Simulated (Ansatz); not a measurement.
# Si (fcc type): the cost of one run

Method: DFT, PBE, all-electron LAPW, scalar-relativistic, in Ansatz 0.2.0.

This is Si in the fcc structure; at room conditions it is diamond.

### 1 The structure to begin with

The structure is cubic, space group Fm-3m (No. 225). The conventional cell has a = 3.717 Å, b = 3.717 Å, c = 3.717 Å, α = 90.00°, β = 90.00°, γ = 90.00°. Si (site symmetry m-3m) is surrounded by 12 Si at 2.63 Å.

Coordinates:

```cif
data_structure
_symmetry_space_group_name_H-M 'Fm-3m'
_symmetry_Int_Tables_number 225
_cell_length_a 3.7171
_cell_length_b 3.7171
_cell_length_c 3.7171
_cell_angle_alpha 90.000
_cell_angle_beta 90.000
_cell_angle_gamma 90.000
_cell_volume 51.36
loop_
_atom_site_label
_atom_site_type_symbol
_atom_site_symmetry_multiplicity
_atom_site_Wyckoff_symbol
_atom_site_fract_x
_atom_site_fract_y
_atom_site_fract_z
_atom_site_occupancy
Si1 Si 4 a 0.00000 0.00000 0.00000 1
```

The file gives the conventional cell by its symmetry; the runs use the cell typed in the input.

### 2 Fcc relaxed under pressure, LAPW

File input.yaml:

```yaml
crystal:
  lattice:
    - [0.0, 1.8585686845, 1.8585686845]
    - [1.8585686845, 0.0, 1.8585686845]
    - [1.8585686845, 1.8585686845, 0.0]
  atoms:
    - { symbol: Si, position: [0.0, 0.0, 0.0] }
kpoints:
  mp_grid: { grid: [17, 17, 17] }
scf:
  occupations: { method: fermi_dirac, width: 0.08 }
hamiltonian:
  xc: pbe
  pseudopotentials: { kind: all_electron, lapw: { basis_error: 0.0005 } }
output:
  forces: true
  stress: true
  eigenvalues: true
relax:
  f_tol: 0.005
  max_steps: 12
  cell: { p_target: 13.0, stress_tol: 0.03 }
```

Command:

```sh
ansatz run input.yaml --threads 1 --pin off --max-ram 3584MiB --backend cpu --events-out ev --progress --plain --runs-dir out
```

**Question.** How long does this run take on 1 thread of Intel Xeon Platinum 8488C (Sapphire Rapids), shared host, and how much memory does it need?

About 7.7 s, with a peak of 0.31 GiB.
